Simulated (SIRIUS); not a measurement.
TePb under changes of volume

One of the cells (34.404 Å³/atom); the others are scaled copies at fixed shape and fractional positions:

```xyz
2
Lattice="0.0000 3.2524 3.2524 3.2524 0.0000 3.2524 3.2524 3.2524 0.0000" Properties=species:S:1:pos:R:3 pbc="T T T"
Pb    0.0000    0.0000    0.0000
Te    3.2524    3.2524    3.2524
```

| Property | Result |
| --- | --- |
| Program | SIRIUS 7.12.0 |
| Functional | PBEsol |
| Potentials or basis | PseudoDojo 0.4.1 PBEsol standard (scalar relativistic) |
| Cutoff | 1102 eV |
| Density cutoff | 4408 eV |
| k mesh | 7 × 7 × 7 |
| Occupations | fermi-dirac, width 0.05 eV |
| Spin | no spin polarisation |

```tsv
volume (Å³/atom)	energy over the lowest point (meV/atom)	pressure (GPa)
31.706	13.33	2.7
32.380	?	?
33.055	0.00	0.5
34.404	3.01	-1.2
35.079	9.60	-1.9
35.753	19.09	-2.6
```

**Question.** What does the run at 32.380 Å³/atom give?

**Answer.** Energy over the lowest point 4.39 meV/atom; pressure 1.5 GPa.

Worked out: A Birch-Murnaghan fit of order 3 (a polynomial in V^(-2/3)) to the other rows has its minimum at 33.44 Å³/atom with B0 = V·E''(V) = 45 GPa and B' = 4.5. It gives 4.39 meV/atom at 32.380 Å³/atom, against the run's 4.39, and -dE/dV = 1.6 GPa, against 1.5.

Energies are extrapolated to zero smearing.
